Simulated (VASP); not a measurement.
Hf, 1 atom in the cell. The cell holds a sheet with vacuum, 1 atom: a = 2.779 Å, b = 2.779 Å, c = 23.800 Å, α = 90.00°, β = 90.00°, γ = 90.00°. The cell was built by a generator and needn't be a form met in nature.

| Quantity | Value |
| --- | --- |
| Program | VASP 6.6.1 |
| Task | work function |
| Functional | PBE |
| Potentials or basis | VASP PAW PBE potentials, release 64 (Hf_pv) |
| Cutoff | 520 eV |
| k mesh | 10 × 10 × 1 |
| Occupations | gaussian, width 0.05 eV |
| Spin | no spin polarisation |
| Dipole correction | yes |
| Further INCAR settings | ALGO = Fast; EDIFF = 1e-07 |

Potentials or basis: VASP PAW PBE potentials, release 64 (Hf_pv).

The run is started by

```bash
$ cat potpaw_PBE.64/Hf_pv/POTCAR > POTCAR
$ mpirun -np 1 vasp_std > vasp.out
```

Hardware: 1 thread of AMD EPYC 7R43 64-Core Processor (Zen 3), with other jobs on the host.

**Question.** How long does it take, and how much memory?

**Answer.** Wall time 2.7 min on 1 thread of AMD EPYC 7R43 64-Core Processor (Zen 3) (shared host), peak memory 0.26 GiB. Counts: scf iterations 23, k points 21.
